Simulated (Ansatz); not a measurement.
# ZnCu: a sublattice moved along a line

The calculation used DFT LDA, scalar-relativistic, plane waves, PAW (Ansatz 0.2.0). The runs took a 420 eV cutoff, a Γ-centred 16×16×16 mesh and Gaussian smearing (0.15 eV). No spin polarisation. Energies are free energies at this smearing, counted from the undisturbed cell; pressure is positive in compression.

The starting cell (as given, not relaxed at this level; it stands at -9.9 GPa, and it needn't be the usual structure):

```
CELL_PARAMETERS angstrom
2.94500 0.00000 0.00000
0.00000 2.94500 0.00000
0.00000 0.00000 2.94500
ATOMIC_POSITIONS crystal
Zn 0.50000 0.50000 0.50000
Cu 0.00000 0.00000 0.00000
```

Every Zn atom is moved by x along the Cartesian unit vector (-0.577, -0.577, -0.577); the cell and all other atoms stay fixed. The cell is metallic on the mesh throughout. At -10 GPa the given cell is far from its own equilibrium, so these figures belong to a strongly strained crystal.

| x (Å) | ΔE (meV/cell) | force along x on the moved atoms (eV/Å) | pressure (GPa) |
| --- | --- | --- | --- |
| -0.1000 | ? | 0.40 | ? |
| -0.0500 | 4.9 | 0.20 | -9.7 |
| 0.0000 | 0.0 | 0.00 | -9.9 |
| 0.0250 | 1.2 | -0.10 | -9.8 |
| 0.0625 | ? | -0.25 | ? |
| 0.0750 | 11.0 | -0.30 | -9.6 |
| 0.0875 | 15.0 | -0.35 | -9.5 |

By symmetry 0.1000 repeats -0.1000, -0.0750 repeats 0.0750, 0.0500 repeats -0.0500, -0.0250 repeats 0.0250 in energy; the slope of the energy along the path changes sign there.

Problem. Give the withheld values.

Solution. ΔE (meV/cell) at x (Å) = -0.1000: 19.7; pressure (GPa) at x (Å) = -0.1000: -9.3; ΔE (meV/cell) at x (Å) = 0.0625: 7.6; pressure (GPa) at x (Å) = 0.0625: -9.7.